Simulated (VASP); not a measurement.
# CdS in VASP: one cell, several levels of theory, part 2 of 2

VASP 6.6.1, plane waves, PAW. The steps go on from the part before.

**3. Single point with r2SCAN**

File INCAR:

```
ENCUT = 520.000000
SIGMA = 0.010000
EDIFF = 1.00e-07
ALGO = Normal
METAGGA = R2SCAN
PREC = Accurate
IBRION = -1
ISIF = 2
ISMEAR = 0
NBANDS = 16
NELM = 120
NSW = 0
LASPH = .TRUE.
LCHARG = .TRUE.
LELF = .TRUE.
LWAVE = .FALSE.
LREAL = .FALSE.
```

File KPOINTS:

```
KPOINTS created by Atomic Simulation Environment
0
Gamma
8 8 8
0 0 0
```

File KPOINTS_OPT:

```
special points
6
Reciprocal
0.0000000000 0.0000000000 0.0000000000 1
-0.5000000000 -0.5000000000 0.0000000000 1
-0.3750000000 -0.3750000000 0.2500000000 1
-0.3750000000 0.0000000000 0.3750000000 1
0.0000000000 0.0000000000 0.5000000000 1
-0.5000000000 -0.2500000000 0.2500000000 1
```

File POSCAR:

```
Cd S
 1.0000000000000000
     0.0000000000000000    3.0273912883000000    2.7995997332000000
     3.0273912883000000    0.0000000000000000    2.7995997332000000
     3.0273912883000000    3.0273912883000000    0.0000000000000000
 Cd  S
   1   1
Cartesian
  0.0000000000000000  0.0000000000000000  0.0000000000000000
  1.5136956441500000  1.5136956441500000  1.3997998666000000
```

The run is started by

```console
$ mpirun -np 1 vasp_std
```

Standard output, without the iteration lines:

```text
POSCAR found type information on POSCAR CdS
 POSCAR found :  2 types and       2 ions
 -----------------------------------------------------------------------------
|                                                                             |
|                                                                             |
|     You enforced a specific xc type in the INCAR file but a different       |
|     I HOPE YOU KNOW WHAT YOU ARE DOING!                                     |
|                                                                             |
 -----------------------------------------------------------------------------

 LDA part: xc-table for (None), standard interpolation
 POSCAR, INCAR and KPOINTS ok, starting setup
 FFT: planning ... GRIDC
 FFT: planning ... GRID_SOFT
 FFT: planning ... GRID
 WAVECAR not read
 entering main loop
 Start KPOINTS_OPT (optional k-point list driver)
k-point batch [1-6\6]
```

OSZICAR:

```text
N       E                     dE             d eps       ncg     rms          rms(c)
DAV:   1     0.810141540478E+02    0.81014E+02   -0.91404E+03  1936   0.104E+03
DAV:   2    -0.305825106388E+02   -0.11160E+03   -0.10538E+03  2264   0.255E+02
DAV:   3    -0.348497664508E+02   -0.42673E+01   -0.42563E+01  2384   0.523E+01
DAV:   4    -0.348752394895E+02   -0.25473E-01   -0.25471E-01  2352   0.396E+00
DAV:   5    -0.348755810975E+02   -0.34161E-03   -0.34160E-03  2384   0.432E-01    0.721E+00
DAV:   6    -0.296878704220E+02    0.51877E+01   -0.31905E+00  1952   0.260E+01    0.861E+00
DAV:   7    -0.296555527954E+02    0.32318E-01   -0.29055E-01  2448   0.545E+00    0.526E+00
DAV:   8    -0.296706442689E+02   -0.15091E-01   -0.60917E-02  2296   0.272E+00    0.120E+00
DAV:   9    -0.296748515145E+02   -0.42072E-02   -0.62482E-03  2488   0.673E-01    0.184E-01
DAV:  10    -0.296751069595E+02   -0.25544E-03   -0.23758E-03  2328   0.494E-01    0.169E-01
DAV:  11    -0.296750475274E+02    0.59432E-04   -0.15026E-04  2264   0.177E-01    0.980E-02
DAV:  12    -0.296750254065E+02    0.22121E-04   -0.17651E-04  2328   0.148E-01    0.393E-02
DAV:  13    -0.296750243213E+02    0.10852E-05   -0.36038E-06  2336   0.250E-02    0.631E-03
DAV:  14    -0.296750239810E+02    0.34036E-06   -0.26467E-07  2392   0.532E-03    0.192E-03
DAV:  15    -0.296750239210E+02    0.59937E-07   -0.34371E-08  1408   0.137E-03
   1 F= -.29675024E+02 E0= -.29675024E+02  d E =-.966188E-20
       N       E                     dE             ncg
DAV:   1     0.174869585619E+04   -0.29783E+04      200
DAV:   2     0.110390328476E+04   -0.64479E+03      240
DAV:   3     0.108012821318E+04   -0.23775E+02      240
DAV:   4     0.107999280450E+04   -0.13541E+00      248
DAV:   5     0.107999102037E+04   -0.17841E-02      256
DAV:   6     0.107999098677E+04   -0.33591E-04      224
DAV:   7     0.107999098599E+04   -0.78306E-06      288
DAV:   8     0.107999098597E+04   -0.19401E-07      168
```

From OUTCAR:

```text
k-points           NKPTS =     59   k-points in BZ     NKDIM =     59   number of bands    NBANDS=     16

   NELECT =      18.0000    total number of electrons

   dimension x,y,z NGX =    32 NGY =   32 NGZ =   32
   dimension x,y,z NGXF=    64 NGYF=   64 NGZF=   64

  energy-cutoff  :      520.00
  volume of cell :       51.32
      direct lattice vectors                 reciprocal lattice vectors
     0.000000000  3.027391288  2.799599733    -0.165158697  0.165158697  0.178596959
     3.027391288  0.000000000  2.799599733     0.165158697 -0.165158697  0.178596959
     3.027391288  3.027391288  0.000000000     0.165158697  0.165158697 -0.178596959

 k-points in reciprocal lattice and weights: KPOINTS created by Atomic Simulation Env
   0.00000000  0.00000000  0.00000000       0.002
   0.12500000  0.00000000  0.00000000       0.016
   0.25000000  0.00000000  0.00000000       0.016
   0.37500000  0.00000000  0.00000000       0.016
   0.50000000  0.00000000  0.00000000       0.008
   0.12500000  0.12500000  0.00000000       0.004
   0.25000000  0.12500000  0.00000000       0.016
   0.37500000  0.12500000  0.00000000       0.016
[... 51 more k-points ...]

 E-fermi :   0.9470

 k-point     1 :       0.0000    0.0000    0.0000
  band No.  band energies     occupation
      1     -11.8914      2.00000
      2      -7.0948      2.00000
      3      -7.0948      2.00000
      4      -7.0542      2.00000
      5      -6.6366      2.00000
      6      -6.6133      2.00000
      7       0.6882      2.00000
      8       0.6882      2.00000
      9       0.8881      2.00000
     10       2.2627      0.00000
     11       7.8791      0.00000
     12       7.8808      0.00000
     13       7.8808      0.00000
     14      12.1918      0.00000
     15      12.4487      0.00000
     16      13.0851      0.00000

 k-point     2 :       0.1250    0.0000    0.0000
  band No.  band energies     occupation
      1     -11.8327      2.00000
      2      -7.0742      2.00000
      3      -7.0578      2.00000
      4      -7.0152      2.00000
      5      -6.6343      2.00000
      6      -6.6161      2.00000
      7      -0.2081      2.00000
      8       0.5616      2.00000
      9       0.7256      2.00000
     10       3.0640      0.00000
     11       7.5203      0.00000
     12       8.0380      0.00000
     13       8.1356      0.00000
     14      11.7062      0.00000
     15      12.1872      0.00000
     16      13.3018      0.00000

 k-point     3 :       0.2500    0.0000    0.0000
  band No.  band energies     occupation
      1     -11.6903      2.00000
      2      -7.0310      2.00000
      3      -6.9999      2.00000
      4      -6.8375      2.00000
      5      -6.6202      2.00000
      6      -6.6156      2.00000
      7      -1.6474      2.00000
      8       0.2744      2.00000
      9       0.4920      2.00000
     10       3.9035      0.00000
     11       7.3866      0.00000
     12       8.1825      0.00000
     13       8.5988      0.00000
     14      11.7383      0.00000
     15      11.7482      0.00000
     16      12.7978      0.00000

 k-point     4 :       0.3750    0.0000    0.0000
  band No.  band energies     occupation
      1     -11.5479      2.00000
      2      -6.9995      2.00000
      3      -6.9574      2.00000
      4      -6.6252      2.00000
      5      -6.5906      2.00000
      6      -6.4907      2.00000
      7      -2.9072      2.00000
      8       0.0070      2.00000
      9       0.2779      2.00000
     10       4.1329      0.00000
     11       8.0105      0.00000
     12       8.0503      0.00000
     13       8.7796      0.00000
     14      11.9175      0.00000
     15      12.8832      0.00000
     16      12.8987      0.00000

 k-point     5 :       0.5000    0.0000    0.0000
  band No.  band energies     occupation
      1     -11.4893      2.00000
      2      -6.9903      2.00000
      3      -6.9432      2.00000
      4      -6.6111      2.00000
      5      -6.5733      2.00000
      6      -6.2732      2.00000
      7      -3.4729      2.00000
      8      -0.0995      2.00000
      9       0.1930      2.00000
     10       4.1297      0.00000
     11       7.9538      0.00000
     12       8.4785      0.00000
     13       8.7314      0.00000
     14      12.1463      0.00000
     15      13.5755      0.00000
     16      14.1348      0.00000

 k-point     6 :       0.1250    0.1250    0.0000
  band No.  band energies     occupation
      1     -11.8076      2.00000
      2      -7.0533      2.00000
      3      -7.0533      2.00000
      4      -7.0108      2.00000
      5      -6.6229      2.00000
      6      -6.6214      2.00000
      7      -0.0918      2.00000
      8       0.3653      2.00000
      9       0.3653      2.00000
     10       3.4215      0.00000
     11       7.0267      0.00000
     12       8.2639      0.00000
     13       8.2639      0.00000
     14      11.6721      0.00000
     15      12.3385      0.00000
     16      14.0460      0.00000

 k-point     7 :       0.2500    0.1250    0.0000
  band No.  band energies     occupation
      1     -11.6900      2.00000
      2      -7.0083      2.00000
      3      -7.0052      2.00000
      4      -6.8951      2.00000
      5      -6.6168      2.00000
      6      -6.6033      2.00000
      7      -1.2313      2.00000
      8       0.0380      2.00000
      9       0.2274      2.00000
     10       4.2334      0.00000
     11       6.6191      0.00000
     12       8.5846      0.00000
     13       8.6097      0.00000
     14      10.9844      0.00000
     15      12.4428      0.00000
     16      13.7124      0.00000

 k-point     8 :       0.3750    0.1250    0.0000
  band No.  band energies     occupation
      1     -11.5492      2.00000
      2      -6.9671      2.00000
      3      -6.9620      2.00000
      4      -6.7218      2.00000
      5      -6.5789      2.00000
      6      -6.4928      2.00000
      7      -2.4981      2.00000
      8      -0.2231      2.00000
      9      -0.0168      2.00000
     10       4.6040      0.00000
     11       7.1074      0.00000
     12       8.4983      0.00000
     13       8.5505      0.00000
     14      11.4773      0.00000
     15      13.3211      0.00000
     16      13.4839      0.00000

[... the tables of k-points 9 to 59 left out ...]

  Total       -0.2964951     -0.2964951      0.0970586      0.0000000      0.0000000      0.0000000
  in kB       -9.2568873     -9.2568873      3.0302702      0.0000000      0.0000000      0.0000000
  external PRESSURE =      -5.1611682 kB  Pullay stress =       0.0000000 kB

 POSITION                                       TOTAL-FORCE (eV/Angst)
 -----------------------------------------------------------------------------------
      0.00000      0.00000      0.00000         0.000000      0.000000     -0.000000
      1.51370      1.51370      1.39980        -0.000000     -0.000000      0.000000
 -----------------------------------------------------------------------------------
    total drift:                               -0.000009     -0.000009      0.000001

  FREE ENERGIE OF THE ION-ELECTRON SYSTEM (eV)
  ---------------------------------------------------
  free  energy   TOTEN  =       -29.6750239210 eV

  energy  without entropy=      -29.6750239210  energy(sigma->0) =      -29.67502392
```

It took 1.8 min on 1 MPI rank of Intel Xeon Platinum 8488C, shared host; peak memory 0.22 GiB.

The levels at the points of KPOINTS_OPT are read from vasprun.xml.

Near the gap, in eV above the top of the last filled band v; c is the band after it:

```
point    v−1      v     c   c+1
    Γ  -0.20   0.00  1.37  6.99
    X  -2.12  -2.12  3.62  4.12
    U  -2.52  -1.78  4.18  5.42
    K  -2.57  -1.48  4.64  5.78
    L  -0.99  -0.70  3.24  7.07
    W  -2.25  -2.25  5.50  5.54
```

r2SCAN gives a direct gap of 1.37 eV at Γ. The pressure is -0.52 GPa; the forces vanish within 0.01 eV/Å.

The maps below are laid out on this run's own conventional cell (a, b, c = 4.281, 4.281, 5.599 Å).

Density in a lattice plane of the grid's cell (edges 4.28 and 5.60 Å, at 0.000 of the third edge), which holds Cd and S.

Values in e/Å³, 12 rows by 10 columns:
```
 4.99  2.86  0.64  0.37  0.53  0.64  0.53  0.37  0.64  2.86
 0.64  0.43  0.34  0.68  1.16  1.02  1.16  0.68  0.34  0.43
 0.11  0.12  0.26  0.79  0.92 -0.08  0.92  0.79  0.26  0.12
 0.03  0.05  0.16  0.53  1.05  1.02  1.05  0.53  0.16  0.05
 0.02  0.03  0.07  0.21  0.47  0.64  0.47  0.21  0.07  0.03
 0.01  0.01  0.03  0.07  0.12  0.15  0.12  0.07  0.03  0.01
 0.02  0.02  0.02  0.02  0.04  0.04  0.04  0.02  0.02  0.02
 0.03  0.03  0.02  0.02  0.02  0.02  0.02  0.02  0.02  0.03
 0.11  0.08  0.05  0.02  0.01  0.01  0.01  0.02  0.05  0.08
 0.64  0.41  0.15  0.05  0.02  0.02  0.02  0.05  0.15  0.41
 4.99  2.86  0.59  0.12  0.05  0.04  0.05  0.12  0.59  2.86
10.01  5.53  1.10  0.21  0.15  0.15  0.15  0.21  1.10  5.53
```
Columns run along the first of these edges and rows up along the second, over one cell in 10 and 12 even steps from the bottom left corner. Atoms in the plane (fractional): Cd at (0.00, 0.00), S at (0.50, 0.75).

ELF in the same plane.

Values, 12 rows by 10 columns:
```
0.04 0.14 0.20 0.47 0.82 0.84 0.82 0.47 0.20 0.14
0.27 0.20 0.29 0.83 0.85 0.71 0.85 0.83 0.29 0.20
0.11 0.16 0.58 0.85 0.67 0.23 0.67 0.85 0.58 0.16
0.04 0.15 0.56 0.79 0.79 0.71 0.79 0.79 0.56 0.15
0.01 0.06 0.33 0.66 0.80 0.84 0.80 0.66 0.33 0.06
0.01 0.01 0.07 0.28 0.52 0.60 0.52 0.28 0.07 0.01
0.01 0.01 0.01 0.04 0.10 0.15 0.10 0.04 0.01 0.01
0.04 0.04 0.02 0.01 0.02 0.02 0.02 0.01 0.02 0.04
0.12 0.11 0.08 0.03 0.01 0.01 0.01 0.03 0.08 0.11
0.26 0.24 0.17 0.10 0.03 0.02 0.03 0.10 0.17 0.24
0.04 0.16 0.27 0.14 0.12 0.15 0.12 0.14 0.27 0.16
0.07 0.03 0.24 0.17 0.45 0.60 0.45 0.17 0.24 0.03
```
Columns run along the first of these edges and rows up along the second, over one cell in 10 and 12 even steps from the bottom left corner. Atoms in the plane (fractional): Cd at (0.00, 0.00), S at (0.50, 0.75).

Both are smooth fields of the valence electrons: close to the nuclei they are not physical.

Maxima of ELF outside the ion cores: 0.88 in the shell around S, 0.7 Å from S.

**4. What came out**

What follows sums up all 2 parts.

| level | gap (eV) | pressure (GPa) |
| --- | --- | --- |
| PBE | 0.94 | 0.92 |
| r2SCAN | 1.37 | -0.52 |

In words: The gap runs from 0.94 eV (PBE) to 1.37 eV (r2SCAN). The pressure is highest with PBE (0.9 GPa) and lowest with r2SCAN (-0.5 GPa), which orders the cells that they would relax to.
